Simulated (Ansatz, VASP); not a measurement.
## Two plane-wave programs on Pd

```xyz
2
Lattice="0.0000 2.9268 2.9268 2.9268 0.0000 2.9268 2.9268 2.9268 0.0000" Properties=species:S:1:pos:R:3 pbc="T T T"
Pd    0.7317    0.7317    0.7317
Pd    5.1220    5.1220    5.1220
```

Alike in both runs: task single point; functional BLYP; k mesh 10 × 10 × 10; occupations fermi-dirac, width 0.1 eV; no spin polarisation.

```csv
,VASP,Ansatz
version,VASP 6.6.1,Ansatz 0.2.0
potentials or method,"VASP PAW PBE potentials, release 64 (Pd)","plane waves (420 eV) with PAW, scalar-relativistic"
plane-wave cutoff (eV),520,420
valence electrons in the cell,20,36
```

|  | VASP | Ansatz | Ansatz less VASP |
| --- | --- | --- | --- |
| pressure (GPa) | 2.6 | 2.5 | -0.03 |

The two sets of potentials don't hold the same shells in valence.

Caveats: the PAW data sets were made with another functional, which shifts forces and pressure a little (VASP).
